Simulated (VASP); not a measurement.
# EuS (Fm-3m) in VASP: notebook

The runs below take EuS through single point, with LDA+U.

Program: VASP 6.6.1. These are calculated values, not measurements. Logs are shortened: lines on timing, memory, paths and dates and some standing lists are left out, and cuts for length are marked.

## Step 1: Starting point

It takes space group Fm-3m (No. 225, cubic). Conventional cell: a = 5.957 Å, b = 5.957 Å, c = 5.957 Å, α = 90.00°, β = 90.00°, γ = 90.00°. Eu (site symmetry m-3m) is surrounded by 6 S at 2.98 Å. S (site symmetry m-3m) has 6 Eu at 2.98 Å as nearest neighbours.

The cell was built by a generator and isn't the measured one.

## Step 2: Single point, LDA+U, collinear spin, twin_end start

Contents of INCAR:

```
PREC = Accurate
ENCUT = 520
EDIFF = 1E-6
ISMEAR = 0
SIGMA = 0.05
LREAL = F
LASPH = T
NELM = 150
ALGO = Normal
ISIF = 2
LWAVE = F
LCHARG = T
ISPIN = 2
MAGMOM = 7.55 -0.06
LORBIT = 11
LMAXMIX = 6
LDAU = T
LDAUTYPE = 1
LDAUL = 3 -1
LDAUU = 8 0
LDAUJ = 0.9 0
LDAUPRINT = 1
GGA = CA
LELF = T
LVHAR = T
NBANDS = 22
```

Contents of KPOINTS:

```
Automatic mesh
0
Gamma
  6 6 6
```

Contents of POSCAR:

```
EuS
1.0
    0.0000000000      2.9785018700      2.9785018700
    2.9785018700      0.0000000000      2.9785018700
    2.9785018700      2.9785018700      0.0000000000
Eu S
1 1
Direct
    0.5000000000      0.5000000000      0.5000000000
    0.0000000000      0.0000000000      0.0000000000
```

Potentials or basis: VASP PAW PBE potentials, release 64 (Eu, S).

The run is started by

```bash
cat potpaw_PBE.64/Eu/POTCAR potpaw_PBE.64/S/POTCAR > POTCAR
mpirun -np 1 vasp_std > vasp.out
```

OUTCAR:

```text
PREC = Accurate
   ENCUT = 520
   EDIFF = 1E-6
   ISMEAR = 0
   LREAL = F
   LASPH = T
   NELM = 150
   ISIF = 2
   ISPIN = 2
   LORBIT = 11
   GGA = CA

 ion  position               nearest neighbor table
   1  0.500  0.500  0.500-   2 2.98   2 2.98   2 2.98   2 2.98   2 2.98   2 2.98
   2  0.000  0.000  0.000-   1 2.98   1 2.98   1 2.98   1 2.98   1 2.98   1 2.98

  LATTYP: Found a face centered cubic cell.
 ALAT       =     5.9570037400

  Lattice vectors:

 A1 = (   0.0000000000,   2.9785018700,   2.9785018700)
 A2 = (   2.9785018700,   0.0000000000,   2.9785018700)
 A3 = (   2.9785018700,   2.9785018700,   0.0000000000)

Analysis of symmetry for initial positions (statically):
=====================================================================
 Subroutine PRICEL returns:
 Original cell was already a primitive cell.

 Routine SETGRP: Setting up the symmetry group for a
 face centered cubic supercell.

 Subroutine GETGRP returns: Found 48 space group operations
 (whereof 48 operations were pure point group operations)
 out of a pool of 48 trial point group operations.

The static configuration has the point symmetry O_h .

Analysis of symmetry for dynamics (positions and initial velocities):
=====================================================================
 Subroutine PRICEL returns:
 Original cell was already a primitive cell.

 Routine SETGRP: Setting up the symmetry group for a
 face centered cubic supercell.

 Subroutine GETGRP returns: Found 48 space group operations
 (whereof 48 operations were pure point group operations)
 out of a pool of 48 trial point group operations.

The dynamic configuration has the point symmetry O_h .

Analysis of structural, dynamic, and magnetic symmetry:
=====================================================================
 Subroutine PRICEL returns:
 Original cell was already a primitive cell.

 Routine SETGRP: Setting up the symmetry group for a
 face centered cubic supercell.

 Subroutine GETGRP returns: Found 48 space group operations
 (whereof 48 operations were pure point group operations)
 out of a pool of 48 trial point group operations.

[... 169 lines left out ...]
  o =  0.9763  v =  0.0000  1.0000 -0.0000  0.0000  0.0000  0.0000  0.0000  0.0000  0.0000  0.0000  0.0000  0.0000  0.0000  0.0000      0.0000  0.0000  0.0000  0.0000  0.0000  0.0000  0.0000  0.0000  0.0000  0.0000  0.0000  0.0000  0.0000  0.0000
  o =  0.9769  v =  0.0000 -0.0000 -0.0000  0.0000 -0.5287  0.7434 -0.4096  0.0000  0.0000  0.0000  0.0000  0.0000  0.0000  0.0000      0.0000  0.0000  0.0000  0.0000  0.0000  0.0000  0.0000  0.0000  0.0000  0.0000  0.0000  0.0000  0.0000  0.0000
  o =  0.9769  v =  0.6124 -0.0000 -0.7906 -0.0000  0.0000  0.0000 -0.0000  0.0000  0.0000  0.0000  0.0000  0.0000  0.0000  0.0000      0.0000  0.0000  0.0000  0.0000  0.0000  0.0000  0.0000  0.0000  0.0000  0.0000  0.0000  0.0000  0.0000  0.0000
  o =  0.9769  v =  0.0000  0.0000 -0.0000  0.0000 -0.5877 -0.6688 -0.4553  0.0000  0.0000  0.0000  0.0000  0.0000  0.0000  0.0000      0.0000  0.0000  0.0000  0.0000  0.0000  0.0000  0.0000  0.0000  0.0000  0.0000  0.0000  0.0000  0.0000  0.0000

 number of electron      23.0000004 magnetization       6.9999906

 Free energy of the ion-electron system (eV)
  ---------------------------------------------------
  ext. energy  EPLUGINS =         0.00000000
  ---------------------------------------------------
  free energy    TOTEN  =       -19.64000091 eV

  energy without entropy =      -19.64000091  energy(sigma->0) =      -19.64000091

 E-fermi :   2.9287     XC(G=0):  -9.9419

 val. band max:        2.7056072503   @ k =   0.0000   0.0000   0.0000
 cond. band min:       3.2512974860   @ k =   0.5000   0.5000   0.0000
 fundamental gap:      0.5456902356
 Fermi energy:         2.9286694033

 spin component 1

 k-point     1 :       0.0000    0.0000    0.0000
  band No.  band energies     occupation
      1     -36.3252      1.00000
      2     -15.3670      1.00000
      3     -15.3670      1.00000
      4     -15.3670      1.00000
      5      -9.3707      1.00000
      6       0.8631      1.00000
[... 389 lines left out ...]
     21       9.6617      0.00000
     22      11.7729      0.00000
 Fermi energy:         2.9286694033

 spin component 2

 k-point     1 :       0.0000    0.0000    0.0000
  band No.  band energies     occupation
      1     -33.4826      1.00000
      2     -13.2500      1.00000
      3     -13.2500      1.00000
      4     -13.2500      1.00000
      5      -9.3575      1.00000
      6       1.5228      1.00000
[... 389 lines left out ...]
     21      13.1629      0.00000
     22      13.8549      0.00000

------------------------ aborting loop because EDIFF is reached ----------------------------------------

  FORCE on cell =-STRESS in cart. coord.  units (eV):
  Direction    XX          YY          ZZ          XY          YZ          ZX
  --------------------------------------------------------------------------------------
  -------------------------------------------------------------------------------------
  Total       -1.1387011     -1.1387011     -1.1387011      0.0000000      0.0000000     -0.0000000
  in kB      -34.5220596    -34.5220596    -34.5220596      0.0000000      0.0000000     -0.0000000
  external PRESSURE =     -34.5220596 kB  Pullay stress =       0.0000000 kB

 VOLUME and BASIS-vectors are now :
 -----------------------------------------------------------------------------
  energy-cutoff  :      520.00
  volume of cell :       52.85
      direct lattice vectors                 reciprocal lattice vectors
     0.000000000  2.978501870  2.978501870    -0.167869628  0.167869628  0.167869628
     2.978501870  0.000000000  2.978501870     0.167869628 -0.167869628  0.167869628
     2.978501870  2.978501870  0.000000000     0.167869628  0.167869628 -0.167869628

 POSITION                                       TOTAL-FORCE (eV/Angst)
 -----------------------------------------------------------------------------------
      2.97850      2.97850      2.97850         0.000000      0.000000      0.000000
      0.00000      0.00000      0.00000        -0.000000     -0.000000     -0.000000
 -----------------------------------------------------------------------------------
    total drift:                               -0.000000     -0.000000      0.000000

  FREE ENERGIE OF THE ION-ELECTRON SYSTEM (eV)
  ---------------------------------------------------
  free  energy   TOTEN  =       -19.6400009144 eV

  energy  without entropy=      -19.6400009144  energy(sigma->0) =      -19.64000091

 total charge

# of ion       s       p       d       f       tot
--------------------------------------------------
    1        2.023   5.729   0.251   6.835  14.837
    2        1.308   2.410   0.000   0.000   3.718
--------------------------------------------------
tot          3.331   8.138   0.251   6.835  18.555

 magnetization (x)

# of ion       s       p       d       f       tot
--------------------------------------------------
    1       -0.010  -0.091   0.040   6.817   6.755
    2       -0.005  -0.048   0.000   0.000  -0.053
--------------------------------------------------
tot         -0.016  -0.139   0.040   6.817   6.701
```

stdout:

```text
POSCAR found type information on POSCAR EuS
 POSCAR found :  2 types and       2 ions
 scaLAPACK will be used
 -----------------------------------------------------------------------------
|                                                                             |
|                                                                             |
|     You enforced a specific xc type in the INCAR file but a different       |
|     I HOPE YOU KNOW WHAT YOU ARE DOING!                                     |
|                                                                             |
 -----------------------------------------------------------------------------

 LDA part: xc-table for (Slater(with rela. corr.)+CA(PZ))
 , standard interpolation
 POSCAR, INCAR and KPOINTS ok, starting setup
 FFT: planning ... GRIDC
 FFT: planning ... GRID_SOFT
 FFT: planning ... GRID
 WAVECAR not read
 entering main loop
```

Wall time 23 s (1 thread of Intel Xeon 6975P-C (Granite Rapids), shared host); peak memory 0.18 GiB.

Results:

- Free energy: -19.6400 eV
- Pressure: -3.5 GPa
- Band gap on the k mesh: 0.55 eV, indirect (least direct gap 0.88 eV)
- Net moment: 7.00 μB per cell
- Site moments: Eu +6.75; S -0.05 μB
- Valence electrons inside the program's atomic spheres: Eu 14.84; S 3.72

Eigenvalues of the final occupation matrices:
```tsv
site	spin	trace	eigenvalues
site 1 f	1	6.83	0.98 0.98 0.98 0.98 0.98 0.98 0.98
site 1 f	2	0.01	0.00 0.00 0.00 0.00 0.00 0.00 0.00
```

Caveat: the PAW data sets were made with another functional, which shifts forces and pressure a little; spin-orbit coupling is left out, which moves the levels of the heavy elements; a cell with one magnetic atom can't hold antiferromagnetic order, which such compounds often take. The state reached can hang on the start; a lower one may exist.

## Step 3: Single point, LDA+U, collinear spin, twin_end start

Contents of INCAR:

```
PREC     = Accurate       # precision mode
ENCUT    = 520            # plane-wave cutoff, eV
EDIFF    = 1E-6           # SCF threshold, eV
ISMEAR   = 0              # smearing method
SIGMA    = 0.05           # smearing width, eV
LREAL    = False          # projectors in reciprocal space
LASPH    = True           # aspherical terms in the spheres
NELM     = 150            # most SCF steps
ALGO     = Normal         # electronic algorithm
ISIF     = 2              # what is computed and relaxed
LWAVE    = False          # write WAVECAR
LCHARG   = False          # write CHGCAR
ISPIN    = 2              # spin polarisation
MAGMOM   = 7.55 -0.06     # initial moments
LORBIT   = 11             # projections on sites
LMAXMIX  = 6              # l up to which the mixer works
LDAU     = True           # DFT+U
LDAUTYPE = 1            
LDAUL    = 3 -1           # shell
LDAUU    = 8 0            # U, eV
LDAUJ    = 0.9 0        
LDAUPRINT= 1            
GGA      = CA             # functional
NBANDS   = 22             # bands
```

Contents of KPOINTS:

```
regular mesh
0
Gamma
  6 6 6
```

POSCAR is that of step 2.

Potentials or basis: VASP PAW PBE potentials, release 64 (Eu, S).

The run is started by

```bash
cat potpaw_PBE.64/Eu/POTCAR potpaw_PBE.64/S/POTCAR > POTCAR
mpirun -np 1 vasp_std > vasp.out
```

Wall time 21 s (1 thread of Intel Xeon 6975P-C (Granite Rapids), shared host); peak memory 0.18 GiB.

Results (log left out):

| Property | Result |
| --- | --- |
| Free energy | -19.6400 eV |
| Pressure | -3.5 GPa |
| Band gap on the k mesh | 0.55 eV, indirect (least direct gap 0.88 eV) |
| Net moment | 7.00 μB per cell |
| Site moments | Eu +6.75; S -0.05 μB |
| Valence electrons inside the program's atomic spheres | Eu 14.84; S 3.72 |

Levels at points of the mesh, in eV from the valence-band top:
Spin up:
| k point | band 13 | band 14 | band 15 | band 16 | band 17 | band 18 |
| --- | --- | --- | --- | --- | --- | --- |
| (0.00, 0.00, 0.00) | 0.00 | 0.00 | 0.00 | 2.14 | 2.49 | 2.49 |
| (0.50, 0.00, 0.00) | -0.74 | -0.71 | -0.70 | 4.24 | 4.69 | 5.17 |
| (0.50, 0.50, 0.00) | -0.73 | -0.33 | -0.33 | 0.55 | 4.58 | 4.61 |
Spin down:
| k point | band 6 | band 7 | band 8 | band 9 | band 10 | band 11 |
| --- | --- | --- | --- | --- | --- | --- |
| (0.00, 0.00, 0.00) | -1.18 | -1.18 | -1.18 | 2.46 | 3.05 | 3.05 |
| (0.50, 0.00, 0.00) | -3.89 | -2.42 | -2.42 | 4.34 | 5.26 | 6.01 |
| (0.50, 0.50, 0.00) | -2.38 | -1.56 | -1.56 | 0.97 | 5.07 | 5.38 |

Eigenvalues of the final occupation matrices:
| site | spin | trace | eigenvalues |
| --- | --- | --- | --- |
| site 1 f | 1 | 6.83 | 0.98 0.98 0.98 0.98 0.98 0.98 0.98 |
| site 1 f | 2 | 0.01 | 0.00 0.00 0.00 0.00 0.00 0.00 0.00 |

Caveat: the PAW data sets were made with another functional, which shifts forces and pressure a little; spin-orbit coupling is left out, which moves the levels of the heavy elements; a cell with one magnetic atom can't hold antiferromagnetic order, which such compounds often take.
